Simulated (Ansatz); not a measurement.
WS2 (3R-MoS2 type), relaxed with r2SCAN+rVV10: 5 runs in Ansatz 0.2.0, each a calculation of independent-particle optics. Space group R3m (No. 160), trigonal; a = 3.172 Å, c = 18.712 Å in the conventional setting, 18.11 Å³ an atom. Around W lie 6 S at 2.41 Å; around S lie 3 W at 2.41 Å. (Simulation; spin polarisation is off.)

```xyz
3
Lattice="1.5859 0.9156 6.2375 -1.5859 0.9156 6.2375 0.0000 -1.8312 6.2375" Properties=species:S:1:pos:R:3 pbc="T T T"
W     0.0000    0.0000   -0.0002
S     0.0000    0.0000    7.7993
S     0.0000    0.0000    4.6759
```

On meshes this coarse, single peaks can be features of the mesh. No local fields, no excitons; the zone sum runs over the cells of the mesh, and ε∞ includes the bands left out of the spectrum. Up to four peaks are listed, those above 15 % of the tallest and inside the complete range; the four can differ from row to row. Rows marked drawn have settings drawn at random (some not listed).

```csv
functional,k mesh,broadening (eV),scissors (eV),range (eV),settings,direct gap on the mesh before scissors (eV),ε∞ xx,ε∞ yy,ε∞ zz,complete up to (eV),tallest peaks of mean ε₂ (eV)
PBE,8×8×8,0.1,0.00,0–12,chosen,2.26,14.42,14.42,8.91,12.0,2.75 4.60 4.90 5.60
r2SCAN,8×8×8,0.1,0.00,0–12,chosen,2.39,13.36,13.36,8.27,12.0,2.90 4.90 5.20 5.95
PBE,8×8×8,0.1,0.48 (to HSE06),0–12,chosen,2.26,12.94,12.94,8.32,12.0,3.20 5.10 5.40 6.05
LDA,4×4×4,0.03,1.00,0–15,drawn,2.27,11.97,11.97,8.03,15.0,3.70 4.50 5.60 6.50
PBE,4×4×4,0.15,1.50,0–30,drawn,2.29,10.79,10.79,7.35,30.0,4.45 6.25 7.05 10.55
```

The fundamental gap is indirect (1.22 eV with PBE on 8×8×8); the table holds the direct one.

No spin-orbit coupling is included; it can move band edges with weight on the heavy atoms by tenths of an eV.
